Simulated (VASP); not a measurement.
# ZnO (zincite) (P6_3mc) in VASP: further runs, part 2 of 2

VASP 6.6.1.

**3. Single point, PBE, spin-orbit coupling, no magnetisation**

Input file INCAR:

```
ALGO = Normal
EDIFF = 1E-7
ENCUT = 400
GGA = PE
GGA_COMPAT = False
ISIF = 2
ISMEAR = 0
LASPH = True
LCHARG = False
LORBIT = 11
LREAL = False
LSORBIT = True
LWAVE = False
MAGMOM = 0 0 0 0 0 0 0 0 0 0 0 0
NBANDS = 52
NELM = 100
PREC = Accurate
SIGMA = 0.02
```

Input file KPOINTS:

```
k-points
0
Gamma
  6 6 3
```

Input file POSCAR:

```
ZnO
1.0
    3.2493080000      0.0000000000      0.0000000000
   -1.6246540000      2.8139832727      0.0000000000
    0.0000000000      0.0000000000      5.2057090000
Zn O
2 2
Direct
    0.6666666667      0.3333333333      0.0000000000
    0.3333333333      0.6666666667      0.5000000000
    0.3333333333      0.6666666667      0.8790100000
    0.6666666667      0.3333333333      0.3790100000
```

Potentials or basis: VASP PAW PBE potentials, release 64 (Zn, O).

Started as:

```console
> cat potpaw_PBE.64/Zn/POTCAR potpaw_PBE.64/O/POTCAR > POTCAR
> mpirun -np 1 vasp_ncl > vasp.out
```

It took 53 s on 1 thread of Intel Xeon 6975P-C (Granite Rapids), shared host; peak memory 0.25 GiB.

These settings aren't checked as converged: the numbers below hold their error.

Results:

```
Free energy                                           : -17.8600 eV
Largest force                                         : 0.075 eV/Å
Valence electrons inside the program's atomic spheres : Zn 10.85; O 5.05
```

Caveat: the k mesh is coarse (spacing up to 0.40 Å⁻¹), so the values aren't converged; the cutoff is under 1.25 times the usual one of these potentials, so pressure, stress and relaxed cells hold a basis-set (Pulay) error.

**4. Single point, PBE, spin-orbit coupling, no magnetisation**

INCAR: that of step 3 with these lines changed.

```diff
@@ -2,3 +2,3 @@
 EDIFF = 1E-7
-ENCUT = 400
+ENCUT = 600
 GGA = PE
```

Input file KPOINTS:

```
k-points
0
Gamma
  5 5 3
```

POSCAR is that of step 3.

Started as:

```console
> cat potpaw_PBE.64/Zn/POTCAR potpaw_PBE.64/O/POTCAR > POTCAR
> mpirun -np 1 vasp_ncl > vasp.out
```

Run time: 1.7 min. Hardware: 1 thread of Intel Xeon 6975P-C (Granite Rapids), shared host; peak memory 0.31 GiB.

These settings aren't checked as converged: the numbers below hold their error.

Results:

- Free energy: -17.8265 eV
- Pressure: 5.8 GPa
- Largest force: 0.074 eV/Å
- Valence electrons inside the program's atomic spheres: Zn 10.85; O 5.01

Caveat: the k mesh is coarse (spacing up to 0.45 Å⁻¹), so the values aren't converged.

**5. Single point, PBE, spin-orbit coupling, no magnetisation**

INCAR: that of step 4 with these lines changed.

```diff
@@ -2,3 +2,3 @@
 EDIFF = 1E-7
-ENCUT = 600
+ENCUT = 350
 GGA = PE
```

Input file KPOINTS:

```
k-points
0
Gamma
  7 7 4
```

POSCAR is that of step 4.

Started as:

```console
> cat potpaw_PBE.64/Zn/POTCAR potpaw_PBE.64/O/POTCAR > POTCAR
> mpirun -np 1 vasp_ncl > vasp.out
```

Run time: 66 s. Hardware: 1 thread of Intel Xeon 6975P-C (Granite Rapids), shared host; peak memory 0.22 GiB.

The run converged, but a check on its numbers failed (symmetry, net force, bounds or a known fault of this set-up), so they aren't taken as properties of the crystal.

Caveat: the cutoff lies under the usual one of these potentials, so the numbers hold a large basis-set error.

**6. Single point, PBE, spin-orbit coupling, no magnetisation**

INCAR: that of step 5 with these lines changed.

```diff
@@ -2,3 +2,3 @@
 EDIFF = 1E-7
-ENCUT = 350
+ENCUT = 600
 GGA = PE
```

Input file KPOINTS:

```
k-points
0
Gamma
  6 6 3
```

POSCAR is that of step 5.

Potentials or basis: VASP PAW PBE potentials, release 64 (Zn, O).

Started as:

```console
> cat potpaw_PBE.64/Zn/POTCAR potpaw_PBE.64/O/POTCAR > POTCAR
> mpirun -np 1 vasp_ncl > vasp.out
```

OUTCAR:

```text
EDIFF = 1E-7
   ENCUT = 600
   GGA = PE
   ISIF = 2
   ISMEAR = 0
   LASPH = True
   LORBIT = 11
   LREAL = False
   LSORBIT = True
   NELM = 100
   PREC = Accurate

 Found     21 irreducible k-points:

 Following reciprocal coordinates:
            Coordinates               Weight
  0.000000  0.000000  0.000000      1.000000
  0.166667  0.000000  0.000000      6.000000
  0.333333 -0.000000  0.000000      6.000000
  0.500000  0.000000  0.000000      3.000000
  0.166667  0.166667  0.000000      6.000000
  0.333333  0.166667  0.000000     12.000000
   k-points           NKPTS =     21   k-points in BZ     NKDIM =     21   number of bands    NBANDS=     52
[... 500 lines left out ...]
     0.0000000     0.0000000     0.0000000     0.0000000     0.0000000     0.0000000     0.0000000
     0.0000000     0.0000000     0.0000000     0.0000000     0.0000000     0.0000000     0.0000000
     0.0000000     0.0000000     0.0000000     0.0000000     0.0000000     0.0000000     0.0000000
     0.0000000     0.0000000     0.0000000     0.0000000     0.0000000     0.0000000     0.0000000

 total charge

# of ion       s       p       d       tot
------------------------------------------
    1        0.457   0.488   9.905  10.850
    2        0.457   0.488   9.905  10.850
    3        1.546   3.462   0.000   5.007
    4        1.546   3.462   0.000   5.007
--------------------------------------------------
tot          4.005   7.900  19.810  31.715

 magnetization (x)

# of ion       s       p       d       tot
------------------------------------------
    1        0.000   0.000   0.000   0.000
    2        0.000  -0.000   0.000  -0.000
    3        0.000   0.000   0.000   0.000
    4        0.000  -0.000   0.000  -0.000
--------------------------------------------------
tot          0.000  -0.000   0.000  -0.000

 magnetization (y)

# of ion       s       p       d       tot
------------------------------------------
    1        0.000   0.000   0.000   0.000
    2        0.000   0.000   0.000   0.000
    3       -0.000  -0.000   0.000  -0.000
    4        0.000   0.000   0.000   0.000
--------------------------------------------------
tot         -0.000   0.000   0.000   0.000

 magnetization (z)

# of ion       s       p       d       tot
------------------------------------------
    1        0.000  -0.000   0.000  -0.000
    2        0.000  -0.000   0.000  -0.000
    3        0.000  -0.000   0.000  -0.000
    4        0.000  -0.000   0.000  -0.000
--------------------------------------------------
tot          0.000  -0.000   0.000  -0.000
```

OSZICAR:

```text
N       E                     dE             d eps       ncg     rms          rms(c)
DAV:   1     0.412283280083E+03    0.41228E+03   -0.18057E+04  2204   0.223E+03
DAV:   2     0.482725253277E+02   -0.36401E+03   -0.33415E+03  2184   0.537E+02
DAV:   3    -0.175346460989E+02   -0.65807E+02   -0.63566E+02  2416   0.199E+02
DAV:   4    -0.210475864542E+02   -0.35129E+01   -0.34882E+01  2416   0.482E+01
DAV:   5    -0.210730956199E+02   -0.25509E-01   -0.25501E-01  2384   0.435E+00    0.147E+01
DAV:   6    -0.176080539351E+02    0.34650E+01   -0.56192E+00  3252   0.620E+01    0.892E+00
DAV:   7    -0.178751911921E+02   -0.26714E+00   -0.34519E+00  2232   0.179E+01    0.543E+00
DAV:   8    -0.178951121021E+02   -0.19921E-01   -0.54019E-01  2992   0.937E+00    0.184E+00
DAV:   9    -0.178270854001E+02    0.68027E-01   -0.12799E-01  2948   0.810E+00    0.345E-01
DAV:  10    -0.178304659534E+02   -0.33806E-02   -0.46343E-02  2248   0.164E+00    0.965E-02
DAV:  11    -0.178307100359E+02   -0.24408E-03   -0.32350E-04  2536   0.264E-01    0.808E-02
DAV:  12    -0.178307650722E+02   -0.55036E-04   -0.15778E-04  2348   0.135E-01    0.161E-02
DAV:  13    -0.178307800303E+02   -0.14958E-04   -0.26699E-05  2332   0.565E-02    0.127E-02
DAV:  14    -0.178307809604E+02   -0.93016E-06   -0.45055E-06  2308   0.221E-02    0.930E-03
DAV:  15    -0.178307799342E+02    0.10262E-05   -0.15070E-06  2644   0.141E-02    0.146E-03
DAV:  16    -0.178307798045E+02    0.12967E-06   -0.63345E-07  2312   0.633E-03    0.113E-03
DAV:  17    -0.178307797641E+02    0.40442E-07   -0.11045E-08  1180   0.877E-04
   1 F= -.17830780E+02 E0= -.17830780E+02  d E =-.897243E-28  mag=    -0.0000     0.0000    -0.0000
```

stdout:

```text
POSCAR found type information on POSCAR ZnO
 POSCAR found :  2 types and       4 ions
 scaLAPACK will be used
 LDA part: xc-table for (Slater+PW92), standard interpolation
 POSCAR, INCAR and KPOINTS ok, starting setup
 FFT: planning ... GRIDC
 FFT: planning ... GRID_SOFT
 FFT: planning ... GRID
 WAVECAR not read
 entering main loop
```

Wall time 2.7 min (1 thread of Intel Xeon 6975P-C (Granite Rapids), shared host); peak memory 0.34 GiB.

These settings aren't checked as converged: the numbers below hold their error.

Results:

* Free energy: -17.8308 eV
* Pressure: 5.8 GPa
* Largest force: 0.075 eV/Å
* Valence electrons inside the program's atomic spheres: Zn 10.85; O 5.01

Caveat: the k mesh is coarse (spacing up to 0.40 Å⁻¹), so the values aren't converged.
